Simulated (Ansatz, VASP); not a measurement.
**Two plane-wave programs on B**

```
B
1.0
     2.45740    1.41878    1.65881
    -2.45740    1.41878    1.65881
     0.00000   -2.83756    1.65881
B
5
Direct
  0.18091 0.18091 0.18091
  0.81909 0.81909 0.81909
  0.66461 0.33539 0.00000
  0.00000 0.66461 0.33539
  0.33539 0.00000 0.66461
```

Alike in both runs: functional PBE; k mesh 12 × 12 × 12; occupations gaussian, width 0.1 eV; no spin polarisation.

Ansatz relaxed the structure, and its values are those at the end. VASP's run is a single point on that final structure, the one shown.

|  | VASP | Ansatz |
| --- | --- | --- |
| version | VASP 6.6.1 | Ansatz 0.2.0 |
| potentials or method | VASP PAW PBE potentials, release 64 (B) | scalar-relativistic, plane waves, PAW |
| plane-wave cutoff (eV) | 520 | 420 |
| valence electrons in the cell | 15 | 15 |

```csv
,VASP,Ansatz,Ansatz less VASP
gap on the k mesh at the Fermi level (eV),none,none,-
pressure (GPa),0.0,0.0,0.00
```

A gap of «none» marks a metal or a gap that the smearing closes.
